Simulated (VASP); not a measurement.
# Sc (Fm-3m) in VASP: a series of runs

The runs below take Sc through single point, with PBEsol.

Program: VASP 6.6.1. These are calculated values, not measurements. Logs are shortened: lines on timing, memory, paths and dates and some standing lists are left out, and cuts for length are marked.

## 1. The cell of the first run

It takes space group Fm-3m (No. 225, cubic). Conventional cell: a = 4.904 Å, b = 4.904 Å, c = 4.904 Å, α = 90.00°, β = 90.00°, γ = 90.00°. Around Sc (site symmetry m-3m) lie 12 Sc at 3.47 Å.

This isn't the form of Sc at room conditions, which is hcp.

## 2. Single point, PBEsol (strain +0.080 along x and y, +0.080 along z, atoms carried along)

Contents of INCAR:

```
SYSTEM = Sc
PREC = Accurate
ENCUT = 520
EDIFF = 1E-6
ISMEAR = 0
SIGMA = 0.15
LREAL = .False.
LASPH = .True.
NELM = 100
ALGO = Fast
ISIF = 2
LWAVE = .False.
LCHARG = .False.
GGA = PS
NBANDS = 12
```

Contents of KPOINTS:

```
regular mesh
0
Gamma
  18 18 18
  0 0 0
```

Contents of POSCAR:

```
Sc
1.0
    0.0000000000      2.4521400000      2.4521400000
    2.4521400000      0.0000000000      2.4521400000
    2.4521400000      2.4521400000      0.0000000000
Sc
1
Direct
    0.0000000000      0.0000000000      0.0000000000
```

Potentials or basis: VASP PAW PBE potentials, release 64 (Sc_sv).

Launch:

```
$ cat potpaw_PBE.64/Sc_sv/POTCAR > POTCAR
$ mpirun -np 1 vasp_std > vasp.out
```

OUTCAR:

```text
SYSTEM = Sc
   PREC = Accurate
   ENCUT = 520
   EDIFF = 1E-6
   ISMEAR = 0
   LREAL = .False.
   LASPH = .True.
   NELM = 100
   ISIF = 2
   GGA = PS

 ion  position               nearest neighbor table
   1  0.000  0.000  0.000-

  LATTYP: Found a face centered cubic cell.
 ALAT       =     4.9042800000

  Lattice vectors:

 A1 = (   0.0000000000,   2.4521400000,   2.4521400000)
 A2 = (   2.4521400000,   0.0000000000,   2.4521400000)
 A3 = (   2.4521400000,   2.4521400000,   0.0000000000)

Analysis of symmetry for initial positions (statically):
=====================================================================
 Subroutine PRICEL returns:
 Original cell was already a primitive cell.

 Routine SETGRP: Setting up the symmetry group for a
 face centered cubic supercell.

 Subroutine GETGRP returns: Found 48 space group operations
 (whereof 48 operations were pure point group operations)
 out of a pool of 48 trial point group operations.

The static configuration has the point symmetry O_h .

Analysis of symmetry for dynamics (positions and initial velocities):
=====================================================================
 Subroutine PRICEL returns:
 Original cell was already a primitive cell.

 Routine SETGRP: Setting up the symmetry group for a
 face centered cubic supercell.

 Subroutine GETGRP returns: Found 48 space group operations
 (whereof 48 operations were pure point group operations)
 out of a pool of 48 trial point group operations.

The dynamic configuration has the point symmetry O_h .

 Subroutine INISYM returns: Found 48 space group operations
 (whereof 48 operations are pure point group operations),
 and found     1 'primitive' translations

----------------------------------------------------------------------------------------

                                     Primitive cell

  volume of cell :      29.4894

  direct lattice vectors                    reciprocal lattice vectors
     0.000000000  2.452140000  2.452140000    -0.203903529  0.203903529  0.203903529
     2.452140000  0.000000000  2.452140000     0.203903529 -0.203903529  0.203903529
     2.452140000  2.452140000  0.000000000     0.203903529  0.203903529 -0.203903529

  length of vectors
     3.467849645  3.467849645  3.467849645     0.353171272  0.353171272  0.353171272

  position of ions in fractional coordinates (direct lattice)
     0.000000000  0.000000000  0.000000000

  ion indices of the primitive-cell ions
   primitive index   ion index
                 1           1

----------------------------------------------------------------------------------------

 KPOINTS: regular mesh

Automatic generation of k-mesh.
 Grid dimensions read from file:
 generate k-points for:   18   18   18

 Generating k-lattice:

  Cartesian coordinates                     Fractional coordinates (reciprocal lattice)
    -0.011327974  0.011327974  0.011327974     0.055555556  0.000000000  0.000000000
     0.011327974 -0.011327974  0.011327974     0.000000000  0.055555556  0.000000000
     0.011327974  0.011327974 -0.011327974     0.000000000  0.000000000  0.055555556

  Length of vectors
     0.019620626  0.019620626  0.019620626

  Shift w.r.t. Gamma in fractional coordinates (k-lattice)
     0.000000000  0.000000000  0.000000000

 Subroutine IBZKPT returns following result:
 ===========================================

 Found    195 irreducible k-points:

 Following reciprocal coordinates:
            Coordinates               Weight
  0.000000  0.000000  0.000000      1.000000
  0.055556  0.000000  0.000000      8.000000
  0.111111  0.000000  0.000000      8.000000
  0.166667  0.000000  0.000000      8.000000
  0.222222  0.000000  0.000000      8.000000
  0.277778  0.000000  0.000000      8.000000
[... 16 lines left out ...]
 -0.277778  0.055556  0.000000     24.000000
 -0.222222  0.055556  0.000000     24.000000
 [... further k-points ...]
   k-points           NKPTS =    195   k-points in BZ     NKDIM =    195   number of bands    NBANDS=     12
   number of dos      NEDOS =    301   number of ions     NIONS =      1
   total plane-waves  NPLWV =  21952
   dimension x,y,z NGX =    28 NGY =   28 NGZ =   28
   dimension x,y,z NGXF=    56 NGYF=   56 NGZF=   56
   ions per type =               1
   NGX,Y,Z   is equivalent  to a cutoff of  13.42, 13.42, 13.42 a.u.
   NGXF,Y,Z  is equivalent  to a cutoff of  26.85, 26.85, 26.85 a.u.
 SYSTEM =  Sc
   PREC   = accura    normal or accurate (medium, high low for compatibility)
   ISTART =      0    job   : 0-new  1-cont  2-samecut
   ICHARG =      2    charge: 1-file 2-atom 10-const
   ISPIN  =      1    spin polarized calculation?
   LNONCOLLINEAR =      F non collinear calculations
   LSORBIT =      F    spin-orbit coupling
   LASPH  =      T    aspherical Exc in radial PAW
   ENCUT  =  520.0 eV  38.22 Ry    6.18 a.u.   6.45  6.45  6.45*2*pi/ulx,y,z
   NELM   =    100;   NELMIN=  2; NELMDL= -5     # of ELM steps
   EDIFF  = 0.1E-05   stopping-criterion for ELM
   LREAL  =      F    real-space projection
   EDIFFG = 0.1E-04   stopping-criterion for IOM
   NSW    =      0    number of steps for IOM
   IBRION =     -1    ionic relax: 0-MD 1-quasi-New 2-CG
   NFREE  =      0    steps in history (QN), initial steepest desc. (CG)
   ISIF   =      2    stress and relaxation
   ISYM   =      2    0-nonsym 1-usesym 2-fastsym
   POTIM  = 0.5000    time-step for ionic-motion
   TEBEG  =    0.0;   TEEND  =   0.0 temperature during run
   PSTRESS=    0.0 pullay stress
   NELECT =      11.0000    total number of electrons
   NUPDOWN=      -1.0000    fix difference up-down
   EMIN   =  10.00;   EMAX   =-10.00  energy-range for DOS
   EFERMI =   0.00;   METHOD = LEGACY
   ISMEAR =     0;   SIGMA  =   0.15  broadening in eV -4-tet -1-fermi 0-gaus
   EFERMI_NEDOS =   21; number of points for ismear=-14 and -15
   IALGO  =     68    algorithm
   IMIX   =      4    mixing-type and parameters
     AMIX     =   0.40;   BMIX     =  1.00
     AMIX_MAG =   1.60;   BMIX_MAG =  1.00
  volume/ion in A,a.u.               =      29.49       199.00
  Fermi-wavevector in a.u.,A,eV,Ry     =   1.178466  2.226978 18.895534  1.388783
  Thomas-Fermi vector in A             =   2.314795
   LORBIT       =      0    0 simple, 1 ext, 2 COOP (PROOUT), +10 PAW based schemes
   GGA     = PS    functional components
   LHFCALC =     F    Hartree Fock is set to
   AEXX    =    0.0000 exact exchange contribution
   IVDW    =     0    specifies the selected vdW correction
   LEPSILON=     F    determine dielectric tensor
   LRPA    =     F    only Hartree local field effects (RPA)
 non-spin polarized calculation
 RMM-DIIS sequential band-by-band and
 Gauss-broadening in eV      SIGMA  =   0.15
  energy-cutoff  :      520.00
  volume of cell :       29.49
 maximum number of plane-waves:       821
 NGX is ok and might be reduce to    28
   NGX = 13   NGY = 13   NGZ = 13

 number of electron      11.0000000 magnetization

 Free energy of the ion-electron system (eV)
  ---------------------------------------------------
  ext. energy  EPLUGINS =         0.00000000
  ---------------------------------------------------
  free energy    TOTEN  =        -6.39281094 eV

  energy without entropy =       -6.36536455  energy(sigma->0) =       -6.37908775

 E-fermi :   2.6483     XC(G=0):  -9.2842

 val. band max:        2.6459165173   @ k =   0.4444   0.1667   0.0000
 cond. band min:       2.6511067816   @ k =   0.4444   0.3333   0.1111
 fundamental gap:      0.0051902644
 Fermi energy:         2.6483044708

 k-point     1 :       0.0000    0.0000    0.0000
  band No.  band energies     occupation
      1     -47.0677      2.00000
      2     -25.6402      2.00000
      3     -25.6402      2.00000
      4     -25.6402      2.00000
      5      -2.1647      2.00000
      6       3.9705      0.00000
      7       3.9705      0.00000
      8       3.9705      0.00000
      9       5.0458      0.00000
     10       5.0458      0.00000
     11      14.2459      0.00000
     12      16.8752      0.00000

 k-point     2 :       0.0556    0.0000    0.0000
  band No.  band energies     occupation
      1     -47.0669      2.00000
      2     -25.6466      2.00000
      3     -25.6410      2.00000
      4     -25.6410      2.00000
      5      -2.0976      2.00000
      6       3.9254      0.00000
      7       3.9941      0.00000
      8       3.9941      0.00000
      9       5.0305      0.00000
     10       5.0305      0.00000
     11      14.2747      0.00000
     12      16.2310      0.00000

 k-point     3 :       0.1111    0.0000    0.0000
  band No.  band energies     occupation
      1     -47.0645      2.00000
      2     -25.6653      2.00000
      3     -25.6436      2.00000
      4     -25.6436      2.00000
      5      -1.8989      2.00000
      6       3.7991      0.00000
      7       4.0554      0.00000
      8       4.0554      0.00000
      9       4.9961      0.00000
     10       4.9961      0.00000
     11      14.1761      0.00000
     12      15.2226      0.00000
[... 286 lines left out ...]
 k-point    23 :      -0.2778    0.0556    0.0000
  band No.  band energies     occupation
      1     -47.0499      2.00000
      2     -25.7767      2.00000
      3     -25.6660      2.00000
      4     -25.6569      2.00000
      5      -0.3945      2.00000
      6       3.1021      0.00002
      7       4.0448      0.00000
      8       4.1288      0.00000
      9       5.0929      0.00000
     10       5.3973      0.00000
     11      10.5048      0.00000
     12      14.2239      0.00000

 k-point    24 :      -0.2222    0.0556    0.0000
  band No.  band energies     occupation
      1     -47.0545      2.00000
      2     -25.7414      2.00000
      3     -25.6608      2.00000
      4     -25.6518      2.00000
      5      -0.9281      2.00000
      6       3.3078      0.00000
      7       4.1096      0.00000
      8       4.1905      0.00000
      9       4.9176      0.00000
     10       5.2231      0.00000
     11      11.6966      0.00000
     12      14.4514      0.00000

 [... further k-points ...]

------------------------ aborting loop because EDIFF is reached ----------------------------------------

  FORCE on cell =-STRESS in cart. coord.  units (eV):
  Direction    XX          YY          ZZ          XY          YZ          ZX
  --------------------------------------------------------------------------------------
  -------------------------------------------------------------------------------------
  Total       -1.5445048     -1.5445048     -1.5445048     -0.0000000     -0.0000000      0.0000000
  in kB      -83.9139286    -83.9139286    -83.9139286     -0.0000000     -0.0000000      0.0000000
  external PRESSURE =     -83.9139286 kB  Pullay stress =       0.0000000 kB

 VOLUME and BASIS-vectors are now :
 -----------------------------------------------------------------------------
  energy-cutoff  :      520.00
  volume of cell :       29.49
      direct lattice vectors                 reciprocal lattice vectors
     0.000000000  2.452140000  2.452140000    -0.203903529  0.203903529  0.203903529
     2.452140000  0.000000000  2.452140000     0.203903529 -0.203903529  0.203903529
     2.452140000  2.452140000  0.000000000     0.203903529  0.203903529 -0.203903529

 POSITION                                       TOTAL-FORCE (eV/Angst)
 -----------------------------------------------------------------------------------
      0.00000      0.00000      0.00000         0.000000      0.000000     -0.000000
 -----------------------------------------------------------------------------------
    total drift:                               -0.000000     -0.000000     -0.000000

  FREE ENERGIE OF THE ION-ELECTRON SYSTEM (eV)
  ---------------------------------------------------
  free  energy   TOTEN  =        -6.3928109418 eV

  energy  without entropy=       -6.3653645542  energy(sigma->0) =       -6.37908775
```

Run time: 36 s. Hardware: 1 thread of Intel Xeon 6975P-C (Granite Rapids), shared host; peak memory 0.19 GiB.

What came out:

```
Free energy            : -6.3928 eV
Pressure               : -8.4 GPa
Band gap on the k mesh : none (metal or under the smearing width)
```

Levels at points of the mesh, in eV from the Fermi level:
| k point | band 2 | band 3 | band 4 | band 5 | band 6 | band 7 | band 8 | band 9 |
| --- | --- | --- | --- | --- | --- | --- | --- | --- |
| (0.00, 0.00, 0.00) | -28.29 | -28.29 | -28.29 | -4.81 | 1.32 | 1.32 | 1.32 | 2.40 |
| (0.50, 0.00, 0.00) | -28.50 | -28.32 | -28.32 | -1.58 | 0.01 | 1.25 | 1.25 | 3.10 |
| (0.50, 0.50, 0.00) | -28.49 | -28.37 | -28.37 | -1.20 | -0.43 | 1.42 | 3.09 | 3.28 |

Caveat: the PAW data sets were made with another functional, which shifts forces and pressure a little.

## 3. Single point, PBEsol (strain +0.000 along x and y, -0.080 along z, atoms carried along)

Contents of INCAR:

```
SYSTEM = Sc
  PREC = Accurate
  ENCUT = 520
  EDIFF = 1E-6
  ISMEAR = 0
  SIGMA = 0.15
  LREAL = .False.
  LASPH = .True.
  NELM = 100
  ALGO = Fast
  ISIF = 2
  LWAVE = .False.
  LCHARG = .True.
  GGA = PS
  LELF = .True.
  LVHAR = .True.
  NBANDS = 12
```

KPOINTS is that of step 2.

Contents of POSCAR:

```
Sc
1.0
    0.0000000000      2.2705000000      2.0888600000
    2.2705000000      0.0000000000      2.0888600000
    2.2705000000      2.2705000000      0.0000000000
Sc
1
Direct
    0.0000000000      0.0000000000      0.0000000000
```

Potentials or basis: VASP PAW PBE potentials, release 64 (Sc_sv).

Launch:

```
$ cat potpaw_PBE.64/Sc_sv/POTCAR > POTCAR
$ mpirun -np 1 vasp_std > vasp.out
```

Run time: 38 s. Hardware: 1 thread of Intel Xeon 6975P-C (Granite Rapids), shared host; peak memory 0.23 GiB.

It converged, with:

```
Free energy            : -6.5249 eV
Pressure               : 5.7 GPa
Band gap on the k mesh : none (metal or under the smearing width)
```

Stress tensor (GPa, compression positive):
```
4.95 0.00 0.00
0.00 4.95 0.00
0.00 0.00 7.23
```

Levels at points of the mesh, in eV from the Fermi level:
```csv
k point,band 2,band 3,band 4,band 5,band 6,band 7,band 8,band 9
"(0.00, 0.00, 0.00)",-27.29,-27.29,-27.29,-5.44,1.59,1.59,2.16,3.01
"(0.50, 0.00, 0.00)",-27.92,-27.40,-27.33,-1.95,0.55,1.25,1.99,4.31
"(0.50, 0.50, 0.00)",-27.87,-27.56,-27.56,-1.78,-1.01,3.40,4.47,4.77
"(0.50, 0.00, 0.50)",-27.88,-27.52,-27.43,-1.87,-0.73,2.02,4.42,4.52
```

Caveat: the PAW data sets were made with another functional, which shifts forces and pressure a little.

## 4. Single point, PBEsol (strain -0.080 along x and y, -0.040 along z, atoms carried along)

Contents of INCAR:

```
SYSTEM = Sc
PREC = Accurate ; ENCUT = 520
EDIFF = 1E-6 ; ISMEAR = 0
SIGMA = 0.15 ; LREAL = .False.
LASPH = .True. ; NELM = 100
ALGO = Fast ; ISIF = 2
LWAVE = .False. ; LCHARG = .False.
GGA = PS ; NBANDS = 12
```

Contents of KPOINTS:

```
Automatic mesh
0
Gamma
  18 18 18
  0 0 0
```

Contents of POSCAR:

```
Sc
1.0
    0.0000000000      2.0888600000      2.1796800000
    2.0888600000      0.0000000000      2.1796800000
    2.0888600000      2.0888600000      0.0000000000
Sc
1
Direct
    0.0000000000      0.0000000000      0.0000000000
```

Launch:

```
$ cat potpaw_PBE.64/Sc_sv/POTCAR > POTCAR
$ mpirun -np 1 vasp_std > vasp.out
```

Run time: 35 s. Hardware: 1 thread of Intel Xeon 6975P-C (Granite Rapids), shared host; peak memory 0.22 GiB.

It converged, with:

```
Free energy            : -6.3635 eV
Pressure               : 16.3 GPa
Band gap on the k mesh : none (metal or under the smearing width)
```

Stress tensor (GPa, compression positive):
```
16.81  0.00  0.00
 0.00 16.81  0.00
 0.00  0.00 15.23
```

Levels at points of the mesh, in eV from the Fermi level:
| k point | band 2 | band 3 | band 4 | band 5 | band 6 | band 7 | band 8 | band 9 |
| --- | --- | --- | --- | --- | --- | --- | --- | --- |
| (0.00, 0.00, 0.00) | -26.85 | -26.84 | -26.84 | -5.57 | 1.67 | 2.04 | 2.04 | 3.60 |
| (0.50, 0.00, 0.00) | -27.78 | -26.99 | -26.93 | -2.10 | 0.97 | 1.53 | 1.94 | 5.04 |
| (0.50, 0.50, 0.00) | -27.71 | -27.13 | -27.13 | -2.17 | -1.01 | 2.63 | 5.14 | 5.45 |
| (0.50, 0.00, 0.50) | -27.72 | -27.23 | -27.15 | -2.16 | -1.12 | 3.37 | 5.09 | 5.31 |

Caveat: so large a pressure means that the cell lies far from this level's equilibrium, or that cutoff or potentials fall short; the potentials were made for another functional, which shifts forces and pressure.

[end of part 1 of 2]
